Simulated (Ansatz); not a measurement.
# Hg: the cost of one run

Computed with Ansatz 0.2.0 (DFT PBEsol, scalar-relativistic, plane waves, PAW, unless a step's input says otherwise).

## (1) The system as given

The structure is tetragonal, space group I4/mmm (No. 139). Conventional cell: a = 4.139 Å, b = 4.139 Å, c = 3.605 Å, α = 90.00°, β = 90.00°, γ = 90.00°. Hg (site symmetry 4/mmm) is surrounded by 10 Hg at 3.44 to 3.60 Å.

As a file:

```cif
data_structure
_symmetry_space_group_name_H-M 'I4/mmm'
_symmetry_Int_Tables_number 139
_cell_length_a 4.1394
_cell_length_b 4.1394
_cell_length_c 3.6045
_cell_angle_alpha 90.000
_cell_angle_beta 90.000
_cell_angle_gamma 90.000
_cell_volume 61.76
loop_
_atom_site_label
_atom_site_type_symbol
_atom_site_symmetry_multiplicity
_atom_site_Wyckoff_symbol
_atom_site_fract_x
_atom_site_fract_y
_atom_site_fract_z
_atom_site_occupancy
Hg1 Hg 2 a 0.00000 0.00000 0.00000 1
```

The structure comes from the Materials Project (structure only).

## (2) A distortion of lower symmetry

Against the listed cell: strain xx, yy, zz, yz, xz, xy = -3.7, -3.7, -0.7, -1.3, +1.3, -0.5 %.

The input, input.yaml:

```yaml
crystal:
  lattice:
    - [-1.9814519824, 1.9814519824, 1.7381687617]
    - [2.0267607485, -2.0267607485, 1.8422330263]
    - [1.9607550324, 2.0060637985, -1.790200894]
  atoms:
    - { symbol: Hg, position: [0.0, 0.0, 0.0] }
basis:
  ecutwfc: 420
kpoints:
  mp_grid: { grid: [14, 14, 14] }
hamiltonian:
  xc: pbesol
scf:
  occupations: { method: gaussian, width: 0.1 }
output:
  forces: true
  stress: true
  eigenvalues: true
```

On the command line:

```sh
$ ansatz run input.yaml --threads 1 --pin off --max-ram 1331MiB --backend cpu --events-out ev --progress --plain --runs-dir out
```

What time and memory should one allow on 1 thread of an x86-64 CPU, shared host?

About 25 s, with a peak of 0.53 GiB.
